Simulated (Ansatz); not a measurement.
**ZnS: stable or not**

The structure comes from a generated guess, relaxed at this level; another structure or a mixture of phases may lie lower.

These are results of DFT PBE, scalar-relativistic, plane waves, PAW (Ansatz 0.2.0), not measurements. Cutoff 420 eV, Γ-centred 6×6×8 mesh (6-atom cell), Gaussian smearing of 0.02 eV, no spin polarisation.

```yaml
crystal:
  lattice:
    - [6.07651, 0.00000, 0.00000]
    - [-3.03826, 5.26241, 0.00000]
    - [0.00000, 0.00000, 3.70012]
  atoms:
    - { symbol: Zn, position: [0.61479, 0.00000, 0.66667] }
    - { symbol: Zn, position: [0.00000, 0.61479, 0.33333] }
    - { symbol: Zn, position: [0.38521, 0.38521, 0.00000] }
    - { symbol: S, position: [0.36742, 0.00000, 0.16667] }
    - { symbol: S, position: [0.00000, 0.36742, 0.83333] }
    - { symbol: S, position: [0.63258, 0.63258, 0.50000] }
```

Formation energies are uncorrected and refer to the elements' standard structures at the same level.

Question: These tests were run: energy against the elements; random kick, then relaxation without symmetry; phonons on a 1×1×2 q mesh; elastic tensor. What do they show?

Answer:

```json
{"test": "energy against the elements", "result": "−0.704 eV/atom"}
{"test": "random kick, then relaxation without symmetry", "result": "returns"}
{"test": "phonons on a 1×1×2 q mesh", "result": "no imaginary mode on the mesh, but the interpolation dips to 10i cm⁻¹ between its points"}
{"test": "elastic tensor", "result": "least eigenvalue 21 GPa"}
```

It fails none of these tests outright. Other phases of the system weren't compared here, so this isn't yet thermodynamic stability. Undecided within the accuracy: phonons on a 1×1×2 q mesh.

The reference form of S is held partly by dispersion forces, which this level lacks. The kick test ran on a coarse mesh. The run for the phonons used a 6×6×8 k mesh. The run for the elastic tensor used a 6×6×8 k mesh.
